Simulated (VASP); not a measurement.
A run of VASP 6.6.1 is set up as follows.

Contents of INCAR:

```
SYSTEM = Fe2O3
ALGO = Normal
AMIX = 0.2
AMIX_MAG = 0.8
BMIX = 1E-4
BMIX_MAG = 1E-4
EDIFF = 1E-6
EDIFFG = -0.01
ENCUT = 600
GGA = PE
IBRION = 2
ISIF = 3
ISMEAR = 1
ISPIN = 2
KPAR = 4
LASPH = .True.
LCHARG = .False.
LMAXMIX = 4
LORBIT = 11
LREAL = .False.
LWAVE = .False.
MAGMOM = 5 5 -5 -5 0 0 0 0 0 0
NELM = 150
NSW = 90
PREC = Accurate
SIGMA = 0.1
```

The input KPOINTS:

```
k-points
0
Gamma
  9 9 9
  0 0 0
```

POSCAR

```
Fe2O3
1.0
    2.5190000000      1.4543453300      4.5906666700
   -2.5190000000      1.4543453300      4.5906666700
    0.0000000000     -2.9086906600      4.5906666700
Fe O
4 6
Direct
    0.3553000000      0.3553000000      0.3553000000
    0.1447000000      0.1447000000      0.1447000000
    0.6447000000      0.6447000000      0.6447000000
    0.8553000000      0.8553000000      0.8553000000
    0.5559000000      0.9441000000      0.2500000000
    0.2500000000      0.5559000000      0.9441000000
    0.9441000000      0.2500000000      0.5559000000
    0.4441000000      0.0559000000      0.7500000000
    0.7500000000      0.4441000000      0.0559000000
    0.0559000000      0.7500000000      0.4441000000
```

Potentials or basis: VASP PAW PBE potentials, release 64 (Fe, O).

Command:

```bash
$ cat potpaw_PBE.64/Fe/POTCAR potpaw_PBE.64/O/POTCAR > POTCAR
$ mpirun -np 4 vasp_std > vasp.out
```

(1) Predict the space group after relaxing (to 0.05 Å).

(2) Estimate the band gap on the k mesh.

## Answers

(1) R-3c (No. 167).

(2) none (metal or under the smearing width).

Caveat: semilocal functionals often make such compounds metallic where correlation or magnetic order opens a gap, which also shifts bond lengths.
